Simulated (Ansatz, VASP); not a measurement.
I in VASP and in Ansatz

```xyz
3
Lattice="2.1051 1.2154 10.1739 -2.1051 1.2154 10.1739 0.0000 -2.4308 10.1739" Properties=species:S:1:pos:R:3 pbc="T T T"
I     0.0000    0.0000    0.0000
I     0.0000    0.0000    6.7825
I     0.0000    0.0000   23.7391
```

Alike in both runs: task single point; functional PBEsol; k mesh 6 × 6 × 6; occupations gaussian, width 0.1 eV; no spin polarisation.

|  | VASP | Ansatz |
| --- | --- | --- |
| version | VASP 6.6.1 | Ansatz 0.2.0 |
| potentials or method | VASP PAW PBE potentials, release 64 (I) | scalar-relativistic, plane waves, PAW |
| plane-wave cutoff (eV) | 520 | 420 |
| valence electrons in the cell | 21 | 51 |

```csv
,VASP,Ansatz,Ansatz less VASP
gap on the k mesh at the Fermi level (eV),none,none,-
pressure (GPa),-4.0,-4.0,+0.01
largest component of the traceless stress (GPa),0.21,0.21,-0.001
rms of the force components (eV/Å),0.012,0.012,0.0000
```

Atom by atom the forces differ by 0.000 eV/Å (rms over components). A gap of «none» marks a metal or a gap that the smearing closes. The two sets of potentials don't hold the same shells in valence.

Caveats: the PAW data sets were made with another functional, which shifts forces and pressure a little (VASP); an odd number of electrons without spin polarisation forces a metal; a magnetic or distorted state may lie lower. Spin-orbit coupling is left out, which matters for the levels of I.
